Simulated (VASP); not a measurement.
## NbSi2: relaxation of cell and atoms with LDA

NbSi2:

```xyz
9
Lattice="4.8190 0.0000 0.0000 -2.4095 4.1734 0.0000 0.0000 0.0000 6.5920" Properties=species:S:1:pos:R:3 pbc="T T T"
Nb    2.4095    0.0000    3.2960
Nb    1.2047    2.0867    5.4933
Nb   -1.2047    2.0867    1.0987
Si    0.0000    1.3346    3.2960
Si    3.6632    0.6673    5.4933
Si    1.2537    3.5061    1.0987
Si    2.4095    2.8387    3.2960
Si   -1.2537    3.5061    5.4933
Si    1.1558    0.6673    1.0987
```

```json
{
 "Program": "VASP 6.6.1",
 "Task": "relaxation of cell and atoms",
 "Functional": "LDA",
 "Potentials or basis": "VASP PAW LDA potentials, release 64 (Nb_sv, Si)",
 "Cutoff": "600 eV",
 "k mesh": "9 × 9 × 6",
 "Occupations": "methfessel-paxton, width 0.1 eV",
 "Spin": "no spin polarisation",
 "Further INCAR settings": "ALGO = Normal; EDIFF = 1e-06; IBRION = 2; EDIFFG = -0.01; NSW = 90; ISIF = 3"
}
```

```yaml
Relaxed_volume: 14.15 Å³/atom
Relaxed_cell: a = 4.744 Å, b = 4.744 Å, c = 6.537 Å, α = 90.00°, β = 90.00°, γ = 120.00°
Space_group_after_relaxing_to_0.05_Å: P6_222 (No. 180)
Energy_gained_by_relaxing: 13.0 meV/atom
Ionic_steps: 6
Pressure_after_relaxing: 0.1 GPa
Largest_force_after_relaxing: 0.007 eV/Å
Band_gap_on_the_k_mesh: none (metal or under the smearing width)
```

Forces on the atoms (eV/Å):
```
Nb   0.000  0.000  0.000
Nb   0.000  0.000  0.000
Nb   0.000  0.000  0.000
Si   0.000 -0.007  0.000
Si   0.006 -0.003  0.000
Si   0.006  0.003  0.000
Si   0.000  0.007  0.000
Si  -0.006  0.003  0.000
Si  -0.006 -0.003  0.000
```

Step by step:
```tsv
step	energy change (eV)	largest force (eV/Å)	pressure (GPa)	volume (Å³)
1	0.0000	0.0565	-6.89	132.58
2	0.1165	0.0031	11.70	120.79
3	-0.1142	0.0409	-0.04	127.54
4	-0.1142	0.0405	0.11	127.44
5	-0.1169	0.0037	0.06	127.38
6	-0.1172	0.0067	0.07	127.39
```

Final structure:
```
Nb Si
1.0
     4.74365    0.00000    0.00000
    -2.37182    4.10812    0.00000
     0.00000    0.00000    6.53708
Nb Si
3 6
Direct
  0.50000 0.00000 0.50000
  0.50000 0.50000 0.83333
  0.00000 0.50000 0.16667
  0.15960 0.31920 0.50000
  0.84040 0.15960 0.83333
  0.68080 0.84040 0.16667
  0.84040 0.68080 0.50000
  0.15960 0.84040 0.83333
  0.31920 0.15960 0.16667
```

Levels at points of the mesh, in eV from the Fermi level:
| k point | band 28 | band 29 | band 30 | band 31 | band 32 | band 33 | band 34 | band 35 | band 36 | band 37 |
| --- | --- | --- | --- | --- | --- | --- | --- | --- | --- | --- |
| (0.00, 0.00, 0.00) | -2.19 | -2.09 | -1.98 | -1.98 | -0.98 | 0.77 | 3.31 | 3.42 | 3.48 | 3.49 |
| (0.00, 0.00, 0.50) | -2.18 | -1.42 | -1.33 | -1.33 | 0.95 | 0.95 | 2.89 | 2.89 | 3.38 | 3.64 |

Wall time 2.5 min on 4 MPI ranks on AMD EPYC 9R45 96-Core Processor (Zen 5) (shared host), peak memory 0.37 GiB a rank.

LDA usually gives volumes a few per cent too small. Zero-point motion and thermal expansion aren't in these numbers.
